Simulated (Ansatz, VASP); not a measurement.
# Two plane-wave programs on GaP

File INCAR:

```
SYSTEM = GaP
ALGO = Normal ; EDIFF = 1E-6
ENCUT = 520 ; GGA = PE
ISIF = 2 ; ISMEAR = 0
LASPH = .True. ; LCHARG = .True.
LELF = .True. ; LREAL = .False.
LVHAR = .True. ; LWAVE = .False.
NBANDS = 16 ; NELM = 100
PREC = Accurate ; SIGMA = 0.01
```

KPOINTS

```
k-points
0
Gamma
  10 10 10
  0 0 0
```

File POSCAR:

```
GaP
1.0
    0.0000000000      2.7608593754      2.7608593754
    2.7608593754      0.0000000000      2.7608593754
    2.7608593754      2.7608593754      0.0000000000
Ga P
1 1
Direct
    0.0000000000      0.0000000000      0.0000000000
    0.2500000000      0.2500000000      0.2500000000
```

Input for Ansatz:

```yaml
crystal:
  lattice:
    - [0.0, 2.7608593754, 2.7608593754]
    - [2.7608593754, 0.0, 2.7608593754]
    - [2.7608593754, 2.7608593754, 0.0]
  atoms:
    - { symbol: Ga, position: [0.0, 0.0, 0.0] }
    - { symbol: P, position: [0.25, 0.25, 0.25] }
scf:
  occupations: { method: fixed }
output:
  forces: true
  stress: true
  eigenvalues: true
  write_density: true
  write_potential: true
  elf: true
  volumetric_format: npy
hamiltonian:
  xc: pbe
basis:
  ecutwfc: 500
kpoints:
  mp_grid: { grid: [10, 10, 10] }
```

Alike in both runs: task single point; functional PBE; k mesh 10 × 10 × 10; no spin polarisation.

|  | VASP | Ansatz |
| --- | --- | --- |
| version | VASP 6.6.1 | Ansatz 0.2.0 |
| potentials or method | VASP PAW PBE potentials, release 64 (Ga_d, P) | scalar-relativistic, plane waves, PAW |
| plane-wave cutoff (eV) | 520 | 500 |
| occupations | gaussian, width 0.01 eV | fixed |
| valence electrons in the cell | 18 | 18 |

|  | VASP | Ansatz | Ansatz less VASP |
| --- | --- | --- | --- |
| gap on the k mesh at the Fermi level (eV) | 1.51 | 1.51 | +0.004 |
| least direct gap on the mesh (eV) | 1.51 | 1.51 | +0.004 |
| pressure (GPa) | -0.7 | -0.6 | +0.06 |

A k mesh can miss the band edges.
